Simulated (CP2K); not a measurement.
TiO2 (Anatase):

```
Ti O
1.0
     5.45820    0.00000    0.00000
     2.83460    4.66444    0.00000
    -4.14640   -2.33222    2.67583
Ti O
2 4
Direct
  0.75000 0.25000 0.50000
  0.00000 0.00000 0.00000
  0.79190 0.79190 0.00000
  0.54190 0.04190 0.50000
  0.95810 0.45810 0.50000
  0.20810 0.20810 0.00000
```

Program: CP2K 2026.2. Alike in all runs: no spin polarisation; cell as given; k mesh 10 × 10 × 10.

Task: Order these runs on this cell by their band gap on the k mesh, lowest first.
A. level PBEsol; potentials or basis POTENTIAL_UZH Ti GTH-PBE-q12, O GTH-PBE-q6; TZVP-MOLOPT-PBE-GTH basis; smearing fermi-dirac 0.05 eV; NGRIDS 5; points a segment of the path (NPOINTS) 8; bands added on the path 6; MPI ranks 4; CUTOFF of the grids 600 Ry
B. level PBE; potentials or basis POTENTIAL_UZH Ti GTH-PBE-q12, O GTH-PBE-q6; TZVP-MOLOPT-PBE-GTH basis; smearing fermi-dirac 0.05 eV; NGRIDS 4; CUTOFF of the grids 600 Ry
C. level r2SCAN; potentials or basis POTENTIAL_UZH Ti GTH-SCAN-q12, O GTH-SCAN-q6; TZVP-MOLOPT-SCAN-GTH basis; smearing fermi-dirac 0.01 eV; NGRIDS 5; points a segment of the path (NPOINTS) 6; bands added on the path 4; MPI ranks 4; CUTOFF of the grids 850 Ry

Result: B (2.07 eV), A (2.29 eV), C (2.71 eV).

Caveats: the basis of atomic orbitals isn't converged, which shifts pressures, moduli and gaps; the mesh misses the band edges, which the band path finds closer together (some runs).

Not every run made on this cell is shown here.
